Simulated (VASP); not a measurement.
# Si (P6_3/mmc) in VASP: a series of runs

One crystal, Si, is run at these levels: PBE; tasks: single point.

Program: VASP 6.6.1. These are calculated values, not measurements. Logs are shortened: lines on timing, memory, paths and dates and some standing lists are left out, and cuts for length are marked.

## Step 1: The structure

The structure is hexagonal, space group P6_3/mmc (No. 194). Conventional cell: a = 3.831 Å, b = 3.831 Å, c = 6.333 Å, α = 90.00°, β = 90.00°, γ = 120.00°. Si (site symmetry 3m) has 4 Si at 2.35 to 2.37 Å as nearest neighbours.

This isn't the form of Si at room conditions, which is diamond.

## Step 2: Single point, PBE

INCAR reads:

```
PREC = Low
ENCUT = 460
EDIFF = 1E-6
ISMEAR = 0
SIGMA = 0.05
LREAL = F
LASPH = T
NELM = 100
ALGO = Normal
ISIF = 2
LWAVE = F
LCHARG = F
GGA = PE
NBANDS = 16
ADDGRID = F
```

KPOINTS reads:

```
Automatic mesh
0
Gamma
  4 4 2
```

POSCAR reads:

```
Si
1.0
    3.8313174605      0.0000000000      0.0000000000
   -1.9156587303      3.3180182508      0.0000000000
    0.0000000000      0.0000000000      6.3326220002
Si
4
Direct
    0.6666666667      0.3333333333      0.9369905000
    0.3333333333      0.6666666667      0.4369905000
    0.6666666667      0.3333333333      0.5630095000
    0.3333333333      0.6666666667      0.0630095000
```

Potentials or basis: VASP PAW PBE potentials, release 64 (Si).

Launch:

```
> cat potpaw_PBE.64/Si/POTCAR > POTCAR
> mpirun -np 1 vasp_std > vasp.out
```

OUTCAR:

```text
PREC = Low
   ENCUT = 460
   EDIFF = 1E-6
   ISMEAR = 0
   LREAL = F
   LASPH = T
   NELM = 100
   ISIF = 2
   GGA = PE

 Found      8 irreducible k-points:

 Following reciprocal coordinates:
            Coordinates               Weight
  0.000000  0.000000  0.000000      1.000000
  0.250000  0.000000  0.000000      6.000000
  0.500000  0.000000  0.000000      3.000000
  0.250000  0.250000  0.000000      6.000000
  0.000000  0.000000  0.500000      1.000000
  0.250000  0.000000  0.500000      6.000000
   k-points           NKPTS =      8   k-points in BZ     NKDIM =      8   number of bands    NBANDS=     16
   number of dos      NEDOS =    301   number of ions     NIONS =      4
   total plane-waves  NPLWV =  14400
   dimension x,y,z NGX =    20 NGY =   20 NGZ =   36
   dimension x,y,z NGXF=    20 NGYF=   20 NGZF=   36
   ions per type =               4
   NGX,Y,Z   is equivalent  to a cutoff of   8.68,  8.68,  9.45 a.u.
   NGXF,Y,Z  is equivalent  to a cutoff of   8.68,  8.68,  9.45 a.u.
 SYSTEM =  unknown system
   PREC   = low       normal or accurate (medium, high low for compatibility)
   ISTART =      0    job   : 0-new  1-cont  2-samecut
   ICHARG =      2    charge: 1-file 2-atom 10-const
   ISPIN  =      1    spin polarized calculation?
   LNONCOLLINEAR =      F non collinear calculations
   LSORBIT =      F    spin-orbit coupling
   LASPH  =      T    aspherical Exc in radial PAW
   ENCUT  =  460.0 eV  33.81 Ry    5.81 a.u.   6.70  6.70 11.07*2*pi/ulx,y,z
   NELM   =    100;   NELMIN=  2; NELMDL= -5     # of ELM steps
   EDIFF  = 0.1E-05   stopping-criterion for ELM
   LREAL  =      F    real-space projection
   EDIFFG = 0.1E-04   stopping-criterion for IOM
   NSW    =      0    number of steps for IOM
   IBRION =     -1    ionic relax: 0-MD 1-quasi-New 2-CG
   NFREE  =      0    steps in history (QN), initial steepest desc. (CG)
   ISIF   =      2    stress and relaxation
   ISYM   =      2    0-nonsym 1-usesym 2-fastsym
   POTIM  = 0.5000    time-step for ionic-motion
   TEBEG  =    0.0;   TEEND  =   0.0 temperature during run
   PSTRESS=    0.0 pullay stress
   NELECT =      16.0000    total number of electrons
   NUPDOWN=      -1.0000    fix difference up-down
   EMIN   =  10.00;   EMAX   =-10.00  energy-range for DOS
   EFERMI =   0.00;   METHOD = LEGACY
   ISMEAR =     0;   SIGMA  =   0.05  broadening in eV -4-tet -1-fermi 0-gaus
   EFERMI_NEDOS =   21; number of points for ismear=-14 and -15
   IALGO  =     38    algorithm
   IMIX   =      4    mixing-type and parameters
     AMIX     =   0.40;   BMIX     =  1.00
     AMIX_MAG =   1.60;   BMIX_MAG =  1.00
  volume/ion in A,a.u.               =      20.13       135.81
  Fermi-wavevector in a.u.,A,eV,Ry     =   0.955384  1.805414 12.418837  0.912759
  Thomas-Fermi vector in A             =   2.084217
   LORBIT       =      0    0 simple, 1 ext, 2 COOP (PROOUT), +10 PAW based schemes
   GGA     = PE    functional components
   LHFCALC =     F    Hartree Fock is set to
   AEXX    =    0.0000 exact exchange contribution
   IVDW    =     0    specifies the selected vdW correction
   LEPSILON=     F    determine dielectric tensor
   LRPA    =     F    only Hartree local field effects (RPA)
 non-spin polarized calculation
 Gauss-broadening in eV      SIGMA  =   0.05
  energy-cutoff  :      460.00
  volume of cell :       80.50
 maximum number of plane-waves:      1834
   NGX = 13   NGY = 13   NGZ = 23

 number of electron      15.9999940 magnetization

 Free energy of the ion-electron system (eV)
  ---------------------------------------------------
  ext. energy  EPLUGINS =         0.00000000
  ---------------------------------------------------
  free energy    TOTEN  =       -21.46895431 eV

  energy without entropy =      -21.46895431  energy(sigma->0) =      -21.46895431

 E-fermi :   6.2562     XC(G=0):  -9.3703

 val. band max:        6.0536415713   @ k =   0.0000   0.0000   0.0000
 cond. band min:       6.4608755620   @ k =   0.5000   0.0000   0.0000
 fundamental gap:      0.4072339908
 Fermi energy:         6.2562036832

 k-point     1 :       0.0000    0.0000    0.0000
  band No.  band energies     occupation
      1      -6.1444      2.00000
      2      -3.8579      2.00000
      3      -1.1692      2.00000
      4       4.5330      2.00000
      5       4.5331      2.00000
      6       5.6954      2.00000
      7       6.0536      2.00000
      8       6.0536      2.00000
      9       7.0750      0.00000
     10       8.0458      0.00000
     11       8.0458      0.00000
     12       8.3904      0.00000
     13       9.5613      0.00000
     14      10.2134      0.00000
     15      10.2135      0.00000
     16      11.9634      0.00000

 k-point     2 :       0.2500    0.0000    0.0000
  band No.  band energies     occupation
      1      -5.4303      2.00000
      2      -3.1259      2.00000
      3      -0.9860      2.00000
      4       1.6260      2.00000
      5       2.8924      2.00000
      6       3.5890      2.00000
      7       4.6500      2.00000
      8       5.1806      2.00000
      9       7.0838      0.00000
     10       9.0657      0.00000
     11       9.0719      0.00000
     12       9.2180      0.00000
     13       9.6248      0.00000
     14      11.1908      0.00000
     15      12.0905      0.00000
     16      12.4958      0.00000

 k-point     3 :       0.5000    0.0000    0.0000
  band No.  band energies     occupation
      1      -3.9602      2.00000
      2      -2.3867      2.00000
      3      -1.5747      2.00000
      4       0.0779      2.00000
      5       1.3842      2.00000
      6       2.9962      2.00000
      7       3.0596      2.00000
      8       4.6136      2.00000
      9       6.4609      0.00000
     10       8.3918      0.00000
     11       9.0368      0.00000
     12       9.1549      0.00000
     13      10.4679      0.00000
     14      12.1040      0.00000
     15      12.5094      0.00000
     16      14.1893      0.00000

 k-point     4 :       0.2500    0.2500    0.0000
  band No.  band energies     occupation
      1      -4.1227      2.00000
      2      -1.9107      2.00000
      3      -1.7606      2.00000
      4       0.7582      2.00000
      5       1.4329      2.00000
      6       1.6390      2.00000
      7       3.2895      2.00000
      8       3.4233      2.00000
      9       7.4052      0.00000
     10       9.8502      0.00000
     11      10.2673      0.00000
     12      10.3181      0.00000
     13      10.8316      0.00000
     14      11.7431      0.00000
     15      12.1422      0.00000
     16      12.5829      0.00000

 k-point     5 :       0.0000    0.0000    0.5000
  band No.  band energies     occupation
      1      -5.3559      2.00000
      2      -5.3559      2.00000
      3       1.8156      2.00000
      4       1.8156      2.00000
      5       5.1254      2.00000
      6       5.1254      2.00000
      7       5.1254      2.00000
      8       5.1254      2.00000
      9       7.8522      0.00000
     10       7.8522      0.00000
     11       9.0231      0.00000
     12       9.0231      0.00000
     13       9.0231      0.00000
     14       9.0231      0.00000
     15      12.8685      0.00000
     16      12.8685      0.00000

 k-point     6 :       0.2500    0.0000    0.5000
  band No.  band energies     occupation
      1      -4.6495      2.00000
      2      -4.6495      2.00000
      3       1.1313      2.00000
      4       1.1313      2.00000
      5       3.1429      2.00000
      6       3.1429      2.00000
      7       4.2140      2.00000
      8       4.2140      2.00000
      9       7.5754      0.00000
     10       7.5754      0.00000
     11       9.5800      0.00000
     12       9.5800      0.00000
     13      10.9367      0.00000
     14      10.9367      0.00000
     15      12.1467      0.00000
     16      12.1467      0.00000

 [... further k-points ...]

------------------------ aborting loop because EDIFF is reached ----------------------------------------

  FORCE on cell =-STRESS in cart. coord.  units (eV):
  Direction    XX          YY          ZZ          XY          YZ          ZX
  --------------------------------------------------------------------------------------
  -------------------------------------------------------------------------------------
  Total        1.1016626      1.1016626      0.4674256     -0.0000000      0.0000000     -0.0000000
  in kB       21.9254601     21.9254601      9.3027761     -0.0000000      0.0000000     -0.0000000
  external PRESSURE =      17.7178988 kB  Pullay stress =       0.0000000 kB

 VOLUME and BASIS-vectors are now :
 -----------------------------------------------------------------------------
  energy-cutoff  :      460.00
  volume of cell :       80.50
      direct lattice vectors                 reciprocal lattice vectors
     3.831317461  0.000000000  0.000000000     0.261006823  0.150692360  0.000000000
    -1.915658730  3.318018251  0.000000000     0.000000000  0.301384720  0.000000000
     0.000000000  0.000000000  6.332622000     0.000000000  0.000000000  0.157912473

 POSITION                                       TOTAL-FORCE (eV/Angst)
 -----------------------------------------------------------------------------------
      1.91566      1.10601      5.93361         0.000000     -0.000000      0.077944
     -0.00000      2.21201      2.76730        -0.000000      0.000000      0.077944
      1.91566      1.10601      3.56533        -0.000000     -0.000000     -0.077944
     -0.00000      2.21201      0.39902        -0.000000      0.000000     -0.077944
 -----------------------------------------------------------------------------------
    total drift:                                0.000000     -0.000000      0.000000

  FREE ENERGIE OF THE ION-ELECTRON SYSTEM (eV)
  ---------------------------------------------------
  free  energy   TOTEN  =       -21.4689543106 eV

  energy  without entropy=      -21.4689543103  energy(sigma->0) =      -21.46895431
```

Run time: 4.1 s. Hardware: 1 thread of AMD EPYC 7R13 (Zen 3), shared host; peak memory 0.08 GiB.

The run converged, but some of its settings lie outside the range that counts as converged, so its numbers aren't taken as properties of the crystal.

Results:

```yaml
Free_energy: -21.4690 eV
Pressure: 1.8 GPa
Largest_force: 0.078 eV/Å
Band_gap_on_the_k_mesh: 0.41 eV, indirect (least direct gap 1.02 eV)
```

Caveat: the k mesh is coarse (spacing up to 0.50 Å⁻¹), so the values aren't converged.

## Step 3: Single point, PBE

INCAR is that of step 2.

KPOINTS is that of step 2.

POSCAR reads:

```
Si
1.0
    3.8313174605      0.0000000000      0.0000000000
   -1.9156587303      3.3180182508      0.0000000000
    0.0000000000      0.0000000000      6.3326220002
Si
4
Direct
    0.6655130000      0.3227030000      0.9380340000
    0.3547120000      0.6831860000      0.4293900000
    0.6599490000      0.3251260000      0.5656880000
    0.3139780000      0.6447660000      0.0617650000
```

Potentials or basis: VASP PAW PBE potentials, release 64 (Si).

Launch:

```
> cat potpaw_PBE.64/Si/POTCAR > POTCAR
> mpirun -np 1 vasp_std > vasp.out
```

OUTCAR:

```text
PREC = Low
   ENCUT = 460
   EDIFF = 1E-6
   ISMEAR = 0
   LREAL = F
   LASPH = T
   NELM = 100
   ISIF = 2
   GGA = PE

 Found     20 irreducible k-points:

 Following reciprocal coordinates:
            Coordinates               Weight
  0.000000  0.000000  0.000000      1.000000
  0.250000  0.000000  0.000000      2.000000
  0.000000  0.250000  0.000000      2.000000
 -0.250000  0.250000  0.000000      2.000000
  0.500000  0.000000  0.000000      1.000000
[... 194 lines left out ...]
  Direction    XX          YY          ZZ          XY          YZ          ZX
  --------------------------------------------------------------------------------------
  -------------------------------------------------------------------------------------
  Total        0.7186367      1.2838234      0.9531133      0.0573067      0.8978068      0.7270692
  in kB       14.3024193     25.5508525     18.9690082      1.1405269     17.8682902     14.4702448
  external PRESSURE =      19.6074267 kB  Pullay stress =       0.0000000 kB

 VOLUME and BASIS-vectors are now :
 -----------------------------------------------------------------------------
  energy-cutoff  :      460.00
  volume of cell :       80.50
      direct lattice vectors                 reciprocal lattice vectors
     3.831317461  0.000000000  0.000000000     0.261006823  0.150692360  0.000000000
    -1.915658730  3.318018251  0.000000000     0.000000000  0.301384720  0.000000000
     0.000000000  0.000000000  6.332622000     0.000000000  0.000000000  0.157912473

 POSITION                                       TOTAL-FORCE (eV/Angst)
 -----------------------------------------------------------------------------------
      1.93160      1.07073      5.94021        -0.708740     -0.530102     -0.040779
      0.05026      2.26682      2.71916        -0.601572     -1.027925      0.734301
      1.90564      1.07877      3.58229         0.591298      0.993902     -0.483363
     -0.03220      2.13935      0.39113         0.719014      0.564125     -0.210158
 -----------------------------------------------------------------------------------
    total drift:                                0.001753     -0.002391     -0.001853

  FREE ENERGIE OF THE ION-ELECTRON SYSTEM (eV)
  ---------------------------------------------------
  free  energy   TOTEN  =       -21.3533532868 eV

  energy  without entropy=      -21.3524843879  energy(sigma->0) =      -21.35291884
```

stdout:

```text
POSCAR found type information on POSCAR Si
 POSCAR found :  1 types and       4 ions
 scaLAPACK will be used
 LDA part: xc-table for (Slater+PW92), standard interpolation
 POSCAR, INCAR and KPOINTS ok, starting setup
 FFT: planning ... GRIDC
 FFT: planning ... GRID_SOFT
 FFT: planning ... GRID
 WAVECAR not read
 entering main loop
```

Run time: 8.8 s. Hardware: 1 thread of AMD EPYC 7R13 (Zen 3), shared host; peak memory 0.09 GiB.

These settings aren't checked as converged: the numbers below hold their error.

What came out:

```
Free energy            : -21.3534 eV
Pressure               : 2.0 GPa
Largest force          : 1.399 eV/Å
Band gap on the k mesh : 0.10 eV, indirect (least direct gap 0.75 eV)
```

Caveat: the k mesh is coarse (spacing up to 0.50 Å⁻¹), so the values aren't converged.

## Step 4: Single point, PBE

Edit INCAR of step 3 so:

```diff
@@ -1,2 +1,2 @@
-PREC = Low
+PREC = Normal
 ENCUT = 460
```

KPOINTS is that of step 3.

POSCAR reads:

```
Si
1.0
    3.8313174605      0.0000000000      0.0000000000
   -1.9156587303      3.3180182508      0.0000000000
    0.0000000000      0.0000000000      6.3326220002
Si
4
Direct
    0.6666666667      0.3333333333      0.9369905000
    0.3333333333      0.6666666667      0.4369905000
    0.6666666667      0.3333333333      0.5630095000
    0.3333333333      0.6666666667      0.0630095000
```

Launch:

```
> cat potpaw_PBE.64/Si/POTCAR > POTCAR
> mpirun -np 1 vasp_std > vasp.out
```

Wall time 4.5 s (1 thread of AMD EPYC 7R13 (Zen 3), shared host); peak memory 0.1 GiB.

These settings aren't checked as converged: the numbers below hold their error.

Results:

```yaml
Free_energy: -21.4693 eV
Pressure: 1.8 GPa
Largest_force: 0.076 eV/Å
Band_gap_on_the_k_mesh: 0.41 eV, indirect (least direct gap 1.02 eV)
```

Caveat: the k mesh is coarse (spacing up to 0.50 Å⁻¹), so the values aren't converged.

## Step 5: Single point, PBE

INCAR is that of step 4.

KPOINTS is that of step 4.

POSCAR reads:

```
Si
1.0
    3.8313174605      0.0000000000      0.0000000000
   -1.9156587303      3.3180182508      0.0000000000
    0.0000000000      0.0000000000      6.3326220002
Si
4
Direct
    0.6655130000      0.3227030000      0.9380340000
    0.3547120000      0.6831860000      0.4293900000
    0.6599490000      0.3251260000      0.5656880000
    0.3139780000      0.6447660000      0.0617650000
```

Potentials or basis: VASP PAW PBE potentials, release 64 (Si).

Launch:

```
> cat potpaw_PBE.64/Si/POTCAR > POTCAR
> mpirun -np 1 vasp_std > vasp.out
```

OUTCAR:

```text
PREC = Normal
   ENCUT = 460
   EDIFF = 1E-6
   ISMEAR = 0
   LREAL = F
   LASPH = T
   NELM = 100
   ISIF = 2
   GGA = PE

 Found     20 irreducible k-points:

 Following reciprocal coordinates:
            Coordinates               Weight
  0.000000  0.000000  0.000000      1.000000
  0.250000  0.000000  0.000000      2.000000
  0.000000  0.250000  0.000000      2.000000
 -0.250000  0.250000  0.000000      2.000000
[... 193 lines left out ...]

  FORCE on cell =-STRESS in cart. coord.  units (eV):
  Direction    XX          YY          ZZ          XY          YZ          ZX
  --------------------------------------------------------------------------------------
  -------------------------------------------------------------------------------------
  Total        0.7213372      1.2875156      0.9507258      0.0558816      0.8977292      0.7273605
  in kB       14.3561658     25.6243361     18.9214928      1.1121640     17.8667458     14.4760417
  external PRESSURE =      19.6339982 kB  Pullay stress =       0.0000000 kB

 VOLUME and BASIS-vectors are now :
 -----------------------------------------------------------------------------
  energy-cutoff  :      460.00
  volume of cell :       80.50
      direct lattice vectors                 reciprocal lattice vectors
     3.831317461  0.000000000  0.000000000     0.261006823  0.150692360  0.000000000
    -1.915658730  3.318018251  0.000000000     0.000000000  0.301384720  0.000000000
     0.000000000  0.000000000  6.332622000     0.000000000  0.000000000  0.157912473

 POSITION                                       TOTAL-FORCE (eV/Angst)
 -----------------------------------------------------------------------------------
      1.93160      1.07073      5.94021        -0.709088     -0.530010     -0.042758
      0.05026      2.26682      2.71916        -0.601794     -1.029098      0.733781
      1.90564      1.07877      3.58229         0.591977      0.994484     -0.481754
     -0.03220      2.13935      0.39113         0.718905      0.564623     -0.209269
 -----------------------------------------------------------------------------------
    total drift:                                0.000065      0.000030     -0.000142

  FREE ENERGIE OF THE ION-ELECTRON SYSTEM (eV)
  ---------------------------------------------------
  free  energy   TOTEN  =       -21.3536220300 eV

  energy  without entropy=      -21.3527523659  energy(sigma->0) =      -21.35318720
```

stdout:

```text
POSCAR found type information on POSCAR Si
 POSCAR found :  1 types and       4 ions
 scaLAPACK will be used
 LDA part: xc-table for (Slater+PW92), standard interpolation
 POSCAR, INCAR and KPOINTS ok, starting setup
 FFT: planning ... GRIDC
 FFT: planning ... GRID_SOFT
 FFT: planning ... GRID
 WAVECAR not read
 entering main loop
```

It took 8.3 s on 1 thread of AMD EPYC 7R13 (Zen 3), shared host; peak memory 0.11 GiB.

The run converged, but some of its settings lie outside the range that counts as converged, so its numbers aren't taken as properties of the crystal.

What came out:

```
Free energy            : -21.3536 eV
Pressure               : 2.0 GPa
Largest force          : 1.400 eV/Å
Band gap on the k mesh : 0.10 eV, indirect (least direct gap 0.75 eV)
```

Caveat: the k mesh is coarse (spacing up to 0.50 Å⁻¹), so the values aren't converged.

## Step 6: For comparison

An earlier run on the cell as given: functional PBE; potentials or basis VASP PAW PBE potentials, release 64 (Si); cutoff 520 eV; k mesh 8 × 8 × 4; occupations fermi-dirac, width 0.05 eV; no spin polarisation.

- Pressure: 1.4 GPa
- Largest force: 0.008 eV/Å
- Band gap on the k mesh: 0.42 eV, indirect (least direct gap 1.03 eV)
